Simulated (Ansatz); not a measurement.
(001) slab cut from the bulk of Ti, P6_3/mmc (No. 194); the slab's formula is Ti:

```xyz
5
Lattice="2.9004 0.0000 0.0000 -1.4502 2.5119 0.0000 0.0000 0.0000 24.1820" Properties=species:S:1:pos:R:3 pbc="T T T"
Ti    0.0000    1.6746    7.5000
Ti    1.4502    0.8373    9.7955
Ti    0.0000    1.6746   12.0910
Ti    1.4502    0.8373   14.3865
Ti    0.0000    1.6746   16.6820
```

Level of theory: DFT PBEsol, scalar-relativistic, plane waves, PAW in Ansatz 0.2.0. Settings: cutoff 420 eV, Γ-centred mesh 12×12×1 on the computed 5-atom cell, Gaussian smearing of 0.10 eV; no spin polarisation. A dipole correction removes the field between periodic images along c.

Q: What forces act on the atoms?

A:
```
atom Fx (eV/Å) Fy (eV/Å) Fz (eV/Å)
 Ti1      0.000      0.000      0.589
 Ti2      0.000      0.000     -0.696
 Ti3      0.000      0.000      0.000
 Ti4      0.000      0.000      0.696
 Ti5      0.000      0.000     -0.589
```

Cost: 1 run of about 0.13 core-minutes, on Intel Xeon 6975P-C (Granite Rapids) (shared hosts).